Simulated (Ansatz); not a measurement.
# AlGaN2 under changes of volume

One of the cells (10.910 Å³/atom); the others are scaled copies at fixed shape and fractional positions:

```
Ga Al N
1.0
     3.14088    0.00000    0.00000
     0.00000    3.14088    0.00000
     0.00000    0.00000    4.42384
Ga Al N
1 1 2
Direct
  0.00000 0.00000 0.00000
  0.50000 0.50000 0.50000
  0.00000 0.50000 0.26174
  0.50000 0.00000 0.73826
```

The cell comes from a database or a generator and needn't be the stable form of this composition.

```yaml
Program: Ansatz 0.2.0
Functional: r2SCAN
Potentials_or_basis: Ansatz PAW
Cutoff: "500 eV (not typed: the program's choice for these potentials)"
k_mesh: 9 × 9 × 6
Occupations: fermi-dirac, width 0.05 eV
Spin: no spin polarisation
```

| volume (Å³/atom) | energy over the lowest point (meV/atom) | pressure (GPa) | gap on the mesh (eV) | largest force (eV/Å) |
| --- | --- | --- | --- | --- |
| 10.256 | ? | ? | ? | ? |
| 10.474 | 10.79 | 8.6 | 3.67 | 0.091 |
| 10.692 | 2.35 | 3.9 | 3.51 | 0.093 |
| 10.910 | 0.00 | -0.4 | 3.35 | 0.093 |
| 11.129 | 3.16 | -4.2 | 3.20 | 0.092 |
| 11.347 | 11.30 | -7.7 | 3.05 | 0.089 |
| 11.565 | 23.94 | -10.8 | 2.91 | 0.085 |

Question: What does the run at 10.256 Å³/atom give?

Answer: Energy over the lowest point 25.99 meV/atom; pressure 13.8 GPa; gap on the mesh 3.83 eV; largest force 0.086 eV/Å.

Worked out: A Birch-Murnaghan fit of order 3 (a polynomial in V^(-2/3)) to the other rows has its minimum at 10.89 Å³/atom with B0 = V·E''(V) = 203 GPa and B' = 4.0 at fixed shape and positions, which overstates the stiffness. It gives 25.95 meV/atom at 10.256 Å³/atom, against the run's 25.99, and -dE/dV = 13.8 GPa, against 13.8. A straight line through the other rows of the gap, of slope -7.68 eV per unit of ln V (its deformation potential), extrapolates to 3.83 eV, against the run's 3.83.

Energies are extrapolated to zero smearing.

Caveats: odd divisions of the mesh miss points on the zone boundary, where band edges often lie, so the gap on the mesh can be too wide; the PAW data sets come from PBE, with cores solved anew for the run's functional, which leaves a small shift of forces and pressure.

Spin-orbit coupling on Ga is left out.
